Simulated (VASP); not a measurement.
# BN (Qingsongite) (F-43m) in VASP: further runs

The runs below take BN (Qingsongite) through single point, with LDA.

Everything below comes from runs of VASP 6.6.1. Logs are shortened: lines on timing, memory, paths and dates and some standing lists are left out, and cuts for length are marked.

**Measured values to compare with.**

A printed reference work, monograph reports, for a bulk crystal of BN at 300 K: band gap 6.4 eV (indirect).

The runs below are set against these values where they give the same quantity.

### Step 1. The cell of the first run

It takes space group F-43m (No. 216, cubic). Conventional cell: a = 3.554 Å, b = 3.554 Å, c = 3.554 Å, α = 90.00°, β = 90.00°, γ = 90.00°. Within 2.1 Å of B (site symmetry -43m) lie 4 N at 1.54 Å. N (site symmetry -43m) has 4 B at 1.54 Å within 2.1 Å.

### Step 2. Single point, LDA

Contents of INCAR:

```
SYSTEM = BN
PREC = Accurate
ENCUT = 520
EDIFF = 1E-6
ISMEAR = 0
SIGMA = 0.01
LREAL = .FALSE.
LASPH = .TRUE.
NELM = 60
ALGO = Normal
ISIF = 2
LWAVE = .FALSE.
LCHARG = .FALSE.
NBANDS = 11
```

Contents of KPOINTS:

```
Automatic mesh
0
G
  8 8 8
  0 0 0
```

Contents of POSCAR:

```
BN
1.0
    0.0000000000      1.7768584873      1.7768584873
    1.7768584873      0.0000000000      1.7768584873
    1.7768584873      1.7768584873      0.0000000000
B N
1 1
Direct
    0.0000000000      0.0000000000      0.0000000000
    0.2500000000      0.2500000000      0.2500000000
```

Potentials or basis: VASP PAW LDA potentials, release 64 (B, N).

Command:

```console
cat potpaw_LDA.64/B/POTCAR potpaw_LDA.64/N/POTCAR > POTCAR
mpirun -np 1 vasp_std > vasp.out
```

OUTCAR:

```text
SYSTEM = BN
   PREC = Accurate
   ENCUT = 520
   EDIFF = 1E-6
   ISMEAR = 0
   LREAL = .FALSE.
   LASPH = .TRUE.
   NELM = 60
   ISIF = 2

 ion  position               nearest neighbor table
   1  0.000  0.000  0.000-   2 1.54   2 1.54   2 1.54   2 1.54
   2  0.250  0.250  0.250-   1 1.54   1 1.54   1 1.54   1 1.54

  LATTYP: Found a face centered cubic cell.
 ALAT       =     3.5537169746

  Lattice vectors:

 A1 = (   0.0000000000,   1.7768584873,   1.7768584873)
 A2 = (   1.7768584873,   0.0000000000,   1.7768584873)
 A3 = (   1.7768584873,   1.7768584873,   0.0000000000)

Analysis of symmetry for initial positions (statically):
=====================================================================
 Subroutine PRICEL returns:
 Original cell was already a primitive cell.

 Routine SETGRP: Setting up the symmetry group for a
 face centered cubic supercell.

 Subroutine GETGRP returns: Found 24 space group operations
 (whereof 24 operations were pure point group operations)
 out of a pool of 48 trial point group operations.

The static configuration has the point symmetry T_d .

Analysis of symmetry for dynamics (positions and initial velocities):
=====================================================================
 Subroutine PRICEL returns:
 Original cell was already a primitive cell.

 Routine SETGRP: Setting up the symmetry group for a
 face centered cubic supercell.

 Subroutine GETGRP returns: Found 24 space group operations
 (whereof 24 operations were pure point group operations)
 out of a pool of 48 trial point group operations.

The dynamic configuration has the point symmetry T_d .

 Subroutine INISYM returns: Found 24 space group operations
 (whereof 24 operations are pure point group operations),
 and found     1 'primitive' translations

----------------------------------------------------------------------------------------

                                     Primitive cell

  volume of cell :      11.2199

  direct lattice vectors                    reciprocal lattice vectors
     0.000000000  1.776858487  1.776858487    -0.281395510  0.281395510  0.281395510
     1.776858487  0.000000000  1.776858487     0.281395510 -0.281395510  0.281395510
     1.776858487  1.776858487  0.000000000     0.281395510  0.281395510 -0.281395510

  length of vectors
     2.512857371  2.512857371  2.512857371     0.487391320  0.487391320  0.487391320

  position of ions in fractional coordinates (direct lattice)
     0.000000000  0.000000000  0.000000000
     0.250000000  0.250000000  0.250000000

  ion indices of the primitive-cell ions
   primitive index   ion index
                 1           1
                 2           2

----------------------------------------------------------------------------------------

 KPOINTS: Automatic mesh

Automatic generation of k-mesh.
 Grid dimensions read from file:
 generate k-points for:    8    8    8

 Generating k-lattice:

  Cartesian coordinates                     Fractional coordinates (reciprocal lattice)
    -0.035174439  0.035174439  0.035174439     0.125000000  0.000000000  0.000000000
     0.035174439 -0.035174439  0.035174439     0.000000000  0.125000000  0.000000000
     0.035174439  0.035174439 -0.035174439     0.000000000  0.000000000  0.125000000

  Length of vectors
     0.060923915  0.060923915  0.060923915

  Shift w.r.t. Gamma in fractional coordinates (k-lattice)
     0.000000000  0.000000000  0.000000000

 Subroutine IBZKPT returns following result:
 ===========================================

 Found     29 irreducible k-points:

 Following reciprocal coordinates:
            Coordinates               Weight
  0.000000  0.000000  0.000000      1.000000
  0.125000  0.000000  0.000000      8.000000
  0.250000  0.000000  0.000000      8.000000
  0.375000  0.000000  0.000000      8.000000
  0.500000  0.000000  0.000000      4.000000
  0.125000  0.125000  0.000000      6.000000
[... 16 lines left out ...]
  0.500000  0.250000  0.125000     48.000000
 -0.375000  0.250000  0.125000     24.000000
 [... further k-points ...]
   k-points           NKPTS =     29   k-points in BZ     NKDIM =     29   number of bands    NBANDS=     11
   number of dos      NEDOS =    301   number of ions     NIONS =      2
   total plane-waves  NPLWV =   8000
   dimension x,y,z NGX =    20 NGY =   20 NGZ =   20
   dimension x,y,z NGXF=    40 NGYF=   40 NGZF=   40
   ions per type =               1   1
   NGX,Y,Z   is equivalent  to a cutoff of  13.23, 13.23, 13.23 a.u.
   NGXF,Y,Z  is equivalent  to a cutoff of  26.46, 26.46, 26.46 a.u.
 SYSTEM =  BN
   PREC   = accura    normal or accurate (medium, high low for compatibility)
   ISTART =      0    job   : 0-new  1-cont  2-samecut
   ICHARG =      2    charge: 1-file 2-atom 10-const
   ISPIN  =      1    spin polarized calculation?
   LNONCOLLINEAR =      F non collinear calculations
   LSORBIT =      F    spin-orbit coupling
   LASPH  =      T    aspherical Exc in radial PAW
   ENCUT  =  520.0 eV  38.22 Ry    6.18 a.u.   4.67  4.67  4.67*2*pi/ulx,y,z
   NELM   =     60;   NELMIN=  2; NELMDL= -5     # of ELM steps
   EDIFF  = 0.1E-05   stopping-criterion for ELM
   LREAL  =      F    real-space projection
   EDIFFG = 0.1E-04   stopping-criterion for IOM
   NSW    =      0    number of steps for IOM
   IBRION =     -1    ionic relax: 0-MD 1-quasi-New 2-CG
   NFREE  =      0    steps in history (QN), initial steepest desc. (CG)
   ISIF   =      2    stress and relaxation
   ISYM   =      2    0-nonsym 1-usesym 2-fastsym
   POTIM  = 0.5000    time-step for ionic-motion
   TEBEG  =    0.0;   TEEND  =   0.0 temperature during run
   PSTRESS=    0.0 pullay stress
   NELECT =       8.0000    total number of electrons
   NUPDOWN=      -1.0000    fix difference up-down
   EMIN   =  10.00;   EMAX   =-10.00  energy-range for DOS
   EFERMI =   0.00;   METHOD = LEGACY
   ISMEAR =     0;   SIGMA  =   0.01  broadening in eV -4-tet -1-fermi 0-gaus
   EFERMI_NEDOS =   21; number of points for ismear=-14 and -15
   IALGO  =     38    algorithm
   IMIX   =      4    mixing-type and parameters
     AMIX     =   0.40;   BMIX     =  1.00
     AMIX_MAG =   1.60;   BMIX_MAG =  1.00
  volume/ion in A,a.u.               =       5.61        37.86
  Fermi-wavevector in a.u.,A,eV,Ry     =   1.462543  2.763806 29.103299  2.139032
  Thomas-Fermi vector in A             =   2.578744
   LORBIT       =      0    0 simple, 1 ext, 2 COOP (PROOUT), +10 PAW based schemes
   GGA     = CA    functional components
   LHFCALC =     F    Hartree Fock is set to
   AEXX    =    0.0000 exact exchange contribution
   IVDW    =     0    specifies the selected vdW correction
   LEPSILON=     F    determine dielectric tensor
   LRPA    =     F    only Hartree local field effects (RPA)
 non-spin polarized calculation
 Gauss-broadening in eV      SIGMA  =   0.01
  energy-cutoff  :      520.00
  volume of cell :       11.22
 maximum number of plane-waves:       314
   NGX =  9   NGY =  9   NGZ =  9

 number of electron       7.9999999 magnetization

 Free energy of the ion-electron system (eV)
  ---------------------------------------------------
  ext. energy  EPLUGINS =         0.00000000
  ---------------------------------------------------
  free energy    TOTEN  =       -19.40402410 eV

  energy without entropy =      -19.40402410  energy(sigma->0) =      -19.40402410

 E-fermi :   8.1408     XC(G=0): -13.3531

 val. band max:        8.0445796518   @ k =   0.0000   0.0000   0.0000
 cond. band min:      12.4469253742   @ k =   0.5000   0.5000   0.0000
 fundamental gap:      4.4023457224
 Fermi energy:         8.1407614075

 k-point     1 :       0.0000    0.0000    0.0000
  band No.  band energies     occupation
      1     -12.6178      2.00000
      2       8.0446      2.00000
      3       8.0446      2.00000
      4       8.0446      2.00000
      5      16.9699      0.00000
      6      16.9699      0.00000
      7      16.9699      0.00000
      8      19.3293      0.00000
      9      33.5144      0.00000
     10      36.4708      0.00000
     11      36.4708      0.00000

 k-point     2 :       0.1250    0.0000    0.0000
  band No.  band energies     occupation
      1     -12.2220      2.00000
      2       6.1142      2.00000
      3       7.6393      2.00000
      4       7.6393      2.00000
      5      17.5133      0.00000
      6      17.5731      0.00000
      7      17.5731      0.00000
      8      20.3837      0.00000
      9      32.7450      0.00000
     10      33.0922      0.00000
     11      33.0922      0.00000

 k-point     3 :       0.2500    0.0000    0.0000
  band No.  band energies     occupation
      1     -11.0671      2.00000
      2       2.3842      2.00000
      3       6.8491      2.00000
      4       6.8491      2.00000
      5      18.2100      0.00000
      6      18.5580      0.00000
      7      18.5580      0.00000
      8      22.2124      0.00000
      9      31.7914      0.00000
     10      32.0104      0.00000
     11      32.0104      0.00000

 k-point     4 :       0.3750    0.0000    0.0000
  band No.  band energies     occupation
      1      -9.3326      2.00000
      2      -1.2341      2.00000
      3       6.2240      2.00000
      4       6.2240      2.00000
      5      18.7398      0.00000
      6      18.9042      0.00000
      7      18.9042      0.00000
      8      23.2722      0.00000
      9      31.6896      0.00000
     10      33.6419      0.00000
     11      33.6419      0.00000

 k-point     5 :       0.5000    0.0000    0.0000
  band No.  band energies     occupation
      1      -8.0878      2.00000
      2      -3.1471      2.00000
      3       5.9978      2.00000
      4       5.9978      2.00000
      5      18.8906      0.00000
      6      18.8906      0.00000
      7      18.9353      0.00000
      8      23.5820      0.00000
      9      31.8843      0.00000
     10      35.5192      0.00000
     11      35.5192      0.00000
[... 211 lines left out ...]
 k-point    21 :       0.5000    0.5000    0.0000
  band No.  band energies     occupation
      1      -6.6406      2.00000
      2      -1.1809      2.00000
      3       2.8595      2.00000
      4       2.8595      2.00000
      5      12.4469      0.00000
      6      17.4782      0.00000
      7      26.5374      0.00000
      8      26.5374      0.00000
      9      29.4488      0.00000
     10      36.1088      0.00000
     11      42.3897      0.00000

 k-point    22 :       0.3750    0.2500    0.1250
  band No.  band energies     occupation
      1     -10.0784      2.00000
      2       2.1918      2.00000
      3       3.8978      2.00000
      4       5.9255      2.00000
      5      16.7746      0.00000
      6      20.1568      0.00000
      7      21.2202      0.00000
      8      21.7590      0.00000
      9      27.8691      0.00000
     10      34.2318      0.00000
     11      36.1640      0.00000

 k-point    23 :       0.5000    0.2500    0.1250
  band No.  band energies     occupation
      1      -8.4463      2.00000
      2      -0.4930      2.00000
      3       3.0907      2.00000
      4       4.9312      2.00000
      5      17.5541      0.00000
      6      19.7089      0.00000
      7      22.4467      0.00000
      8      23.0865      0.00000
      9      28.4634      0.00000
     10      33.8560      0.00000
     11      36.2114      0.00000

 k-point    24 :      -0.3750    0.2500    0.1250
  band No.  band energies     occupation
      1      -7.3353      2.00000
      2      -2.1130      2.00000
      3       3.0423      2.00000
      4       4.3845      2.00000
      5      17.6745      0.00000
      6      19.6489      0.00000
      7      23.0340      0.00000
      8      24.3324      0.00000
      9      27.7647      0.00000
     10      34.5282      0.00000
     11      36.1797      0.00000

 [... further k-points ...]
[... 5 lines left out ...]
  --------------------------------------------------------------------------------------
  -------------------------------------------------------------------------------------
  Total        0.7403329      0.7403329      0.7403329     -0.0000000     -0.0000000      0.0000000
  in kB      105.7180358    105.7180358    105.7180358     -0.0000000     -0.0000000      0.0000000
  external PRESSURE =     105.7180358 kB  Pullay stress =       0.0000000 kB

 VOLUME and BASIS-vectors are now :
 -----------------------------------------------------------------------------
  energy-cutoff  :      520.00
  volume of cell :       11.22
      direct lattice vectors                 reciprocal lattice vectors
     0.000000000  1.776858487  1.776858487    -0.281395510  0.281395510  0.281395510
     1.776858487  0.000000000  1.776858487     0.281395510 -0.281395510  0.281395510
     1.776858487  1.776858487  0.000000000     0.281395510  0.281395510 -0.281395510

 POSITION                                       TOTAL-FORCE (eV/Angst)
 -----------------------------------------------------------------------------------
      0.00000      0.00000      0.00000         0.000000      0.000000      0.000000
      0.88843      0.88843      0.88843        -0.000000     -0.000000     -0.000000
 -----------------------------------------------------------------------------------
    total drift:                               -0.000000     -0.000000     -0.000000

  FREE ENERGIE OF THE ION-ELECTRON SYSTEM (eV)
  ---------------------------------------------------
  free  energy   TOTEN  =       -19.4040240951 eV

  energy  without entropy=      -19.4040240951  energy(sigma->0) =      -19.40402410
```

Wall time 2.9 s (1 thread of Intel Xeon 6975P-C, shared host); peak memory 0.11 GiB.

Results:

```yaml
Free_energy: -19.4040 eV
Pressure: 10.6 GPa
Band_gap_on_the_k_mesh: 4.40 eV, indirect (least direct gap 8.93 eV)
```

A k mesh can miss the band edges. Expect the measured gap to be larger: semilocal functionals such as LDA lack the derivative discontinuity.

(Part 1 of 2 ends here.)
